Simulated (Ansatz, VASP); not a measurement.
# LiF: VASP beside Ansatz

Contents of INCAR:

```
SYSTEM = LiF
PREC = Accurate ; ENCUT = 520
EDIFF = 1E-6 ; ISMEAR = -1
SIGMA = 0.03 ; LREAL = .False.
LASPH = .True. ; NELM = 100
ALGO = Normal ; ISIF = 2
LWAVE = .False. ; LCHARG = .False.
GGA = PE ; NBANDS = 12
```

The input KPOINTS:

```
Automatic mesh
0
Gamma
  10 10 10
  0 0 0
```

POSCAR

```
LiF
1.0
    0.0000000000      2.0535002244      2.0535002244
    2.0535002244      0.0000000000      2.0535002244
    2.0535002244      2.0535002244      0.0000000000
Li F
1 1
Direct
    0.0000000000      0.0000000000      0.0000000000
    0.5000000000      0.5000000000      0.5000000000
```

Input for Ansatz:

```yaml
crystal:
  lattice:
    - [0.0, 2.0535002244, 2.0535002244]
    - [2.0535002244, 0.0, 2.0535002244]
    - [2.0535002244, 2.0535002244, 0.0]
  atoms:
    - { symbol: Li, position: [0.0, 0.0, 0.0] }
    - { symbol: F, position: [0.5, 0.5, 0.5] }
kpoints:
  mp_grid: { grid: [10, 10, 10] }
scf:
  occupations: { method: fermi_dirac, width: 0.03 }
hamiltonian:
  xc: pbe
  pseudopotentials: { kind: all_electron, lapw: { basis_error: 0.00025 } }
output:
  forces: true
  stress: true
  eigenvalues: true
```

Change from the starting cell: volume scaled by 1.06.

Alike in both runs: task single point; functional PBE; k mesh 10 × 10 × 10; occupations fermi-dirac, width 0.03 eV; no spin polarisation.

|  | VASP | Ansatz |
| --- | --- | --- |
| version | VASP 6.6.1 | Ansatz 0.2.0 |
| potentials or method | VASP PAW PBE potentials, release 64 (Li_sv, F) | all-electron LAPW, scalar-relativistic |
| plane-wave cutoff (eV) | 520 | see its input |

|  | VASP | Ansatz | Ansatz less VASP |
| --- | --- | --- | --- |
| gap on the k mesh at the Fermi level (eV) | 8.59 | 8.57 | -0.019 |

Ansatz ran all-electron here, so the differences hold the error of VASP's frozen core and of both bases.

 A k mesh can miss the band edges.
